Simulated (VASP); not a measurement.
Input of a VASP 6.6.1 run:

The input INCAR:

```
PREC     = Accurate       # precision mode
ENCUT    = 520            # plane-wave cutoff, eV
EDIFF    = 1E-6           # SCF threshold, eV
ISMEAR   = 0              # smearing method
SIGMA    = 0.02           # smearing width, eV
LREAL    = F              # projectors in reciprocal space
LASPH    = T              # aspherical terms in the spheres
NELM     = 60             # most SCF steps
ALGO     = Normal         # electronic algorithm
ISIF     = 2              # what is computed and relaxed
LWAVE    = F              # write WAVECAR
LCHARG   = T              # write CHGCAR
MAGMOM   = 0 0 0 0 0 0 0 0 0 # initial moments
LORBIT   = 11             # projections on sites
LSORBIT  = T              # spin-orbit coupling
GGA_COMPAT= F            
LMAXMIX  = 4              # l up to which the mixer works
GGA      = PE             # functional
LVHAR    = T
```

The input KPOINTS:

```
regular mesh
0
Gamma
  10 10 10
```

Contents of POSCAR:

```
ZrO2                                    
1.0
   -0.0000000000      2.5585688976      2.5585688976
    2.5585688976     -0.0000000000      2.5585688976
    2.5585688976      2.5585688976     -0.0000000000
  Zr              O             
     1     2
Direct
     0.0000000000000000    0.0000000000000000    0.0000000000000000
     0.2500000000000000    0.2500000000000000    0.2500000000000000
     0.7500000000000000    0.7500000000000000    0.7500000000000000
```

Potentials or basis: VASP PAW PBE potentials, release 64 (Zr_sv, O).

Launch:

```console
$ cat potpaw_PBE.64/Zr_sv/POTCAR potpaw_PBE.64/O/POTCAR > POTCAR
$ mpirun -np 1 vasp_ncl > vasp.out
```

**Question.** What does it give for the pressure?

**Answer.** 0.2 GPa.

**Question.** Estimate the net moment.

**Answer.** 0.00 μB per cell.

Moments on the atoms (μB; x, y, z):
```
Zr  0.00 0.00 0.00
O   0.00 0.00 0.00
O   0.00 0.00 0.00
```
